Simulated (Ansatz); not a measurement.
An input for Ansatz 0.2.0 (GaP):

The input input.yaml:

```yaml
crystal:
  lattice:
    - [0.0, 2.72525, 2.72525]
    - [2.72525, 0.0, 2.72525]
    - [2.72525, 2.72525, 0.0]
  atoms:
    - { symbol: Ga, position: [0.0, 0.0, 0.0] }
    - { symbol: P, position: [0.75, 0.75, 0.75] }
hamiltonian:
  xc: r2scan
  pseudopotentials: { kind: paw_fr }
magnetization:
  noncollinear: true
  spin_orbit: true
kpoints:
  mp_grid: { grid: [8, 8, 8] }
scf:
  occupations: { method: fixed }
output:
  eigenvalues: true
dielectric:
  method: response
```

Potentials or basis: Ansatz PAW.

Launch:

```sh
$ ansatz run input.yaml --threads 1 --pin off --max-ram 2560MiB --backend cpu --events-out ev --progress --plain --runs-dir out
```

Task: Does this run start?

Result: The run stopped without a result. It printed:

Output:

```text
Error: dielectric: with magnetization.noncollinear: true with hamiltonian.xc: <meta-GGA that reads τ> — on two spinor components a response is built under an LDA, a GGA or a hybrid of one, with no Hubbard term and no Raman tensors
```
